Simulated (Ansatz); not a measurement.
# An elastic constant from a strain scan in MoP$_{4}$

Method: DFT PBEsol, scalar-relativistic, plane waves, PAW in Ansatz 0.2.0. Settings: plane waves to 420 eV, k-mesh 10×10×8 (Γ-centred), Gaussian smearing 0.15 eV. No spin polarisation. Energies are free energies at this smearing, counted from the undisturbed cell; pressure is positive in compression.

Zero of the scan (relaxed at this level; it needn't be the usual structure):

```
CELL_PARAMETERS angstrom
2.64689 -5.55722 0.00483
2.64689 5.55722 0.00483
-2.03419 0.00000 5.40800
ATOMIC_POSITIONS crystal
Mo 0.94205 0.05795 0.25000
Mo 0.05795 0.94205 0.75000
P 0.18295 0.37419 0.68200
P 0.62581 0.81705 0.81800
P 0.81705 0.62581 0.31800
P 0.37419 0.18295 0.18200
P 0.05688 0.49731 0.19006
P 0.50269 0.94312 0.30994
P 0.94312 0.50269 0.80994
P 0.49731 0.05688 0.69006
```

The cell is strained by ε times the Voigt pattern (0, 0, 0, 0, 0, 1) (xx, yy, zz, yz, xz, xy; engineering shear) with fractional coordinates fixed. The cell holds 10 atoms in V0 = 159.21 Å³. The stress column is τ = (1/V0) dE/dε, got from the stress tensor σ (compression positive) at each point as −det(1 + εP) σ : P(1 + εP)⁻¹, with P the pattern as a tensor.

```csv
ε,ΔE (meV/atom),τ (GPa)
-0.0350,11.510,-6.621
-0.0300,8.456,-5.674
-0.0250,5.872,-4.728
-0.0200,3.758,-3.782
-0.0150,2.113,-2.836
-0.0100,0.939,-1.891
-0.0050,0.235,-0.945
0.0000,0.000,0.000
0.0050,0.235,0.945
0.0100,0.939,1.891
0.0150,2.113,2.836
0.0200,3.758,3.782
0.0250,5.872,4.728
0.0300,8.456,5.674
0.0350,11.510,6.621
0.0400,?,?
```

Which combination of elastic constants does this scan measure, and how large is it?

For small ε, τ = τ0 + Kε with K = pᵀCp, which for this pattern is C66 in the Cartesian frame shown. The parabola through τ at ε = -0.0050, 0 and 0.0050 has slope K = 189 GPa at zero. The energies per cell, E = NΔE, of the same two points give K = 2[E(ε₊)/ε₊ − E(ε₋)/ε₋]/[(ε₊ − ε₋)V0] = 189 GPa, in agreement. These are clamped-ion values.

Predict the withheld row at ε = 0.0400 from the harmonic law, and compare.

ΔE = V0(τ0 ε + Kε²/2)/N = 15.029 meV/atom and τ = 7.56 GPa. The calculation gives 15.034 meV/atom and 7.57 GPa, a miss of 0.01 meV/atom at most, so the harmonic law still holds here.

Forces appear on the atoms along this scan, and letting them relax would lower the energy and soften the response. In a metal these slopes depend on the k mesh and the smearing.